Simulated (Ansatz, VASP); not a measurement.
**One calculation of Cu, two programs**

```
Cu
1.0
     2.60196    0.00000    0.00000
    -1.30098    2.25336    0.00000
     0.00000    0.00000    4.24941
Cu
2
Cartesian
  0.0000 1.5022 1.0624
  1.3010 0.7511 3.1871
```

Alike in both runs: functional PBEsol; k mesh 18 × 18 × 10; occupations gaussian, width 0.1 eV; no spin polarisation.

Ansatz relaxed the structure, and its values are those at the end. VASP's run is a single point on that final structure, the one shown.

|  | VASP | Ansatz |
| --- | --- | --- |
| version | VASP 6.6.1 | Ansatz 0.2.0 |
| potentials or method | VASP PAW PBE potentials, release 64 (Cu) | scalar-relativistic, plane waves, PAW |
| plane-wave cutoff (eV) | 520 | 420 |
| valence electrons in the cell | 22 | 38 |

Ansatz gave:

```
gap on the k mesh at the Fermi level (eV) : none
pressure (GPa)                            : -12.5
```

Question: Estimate VASP's values.

Answer: gap on the k mesh at the Fermi level (eV): none; pressure (GPa): -12.0.

A gap of «none» marks a metal or a gap that the smearing closes. The two sets of potentials don't hold the same shells in valence.

Caveats: the PAW data sets were made with another functional, which shifts forces and pressure a little (VASP).
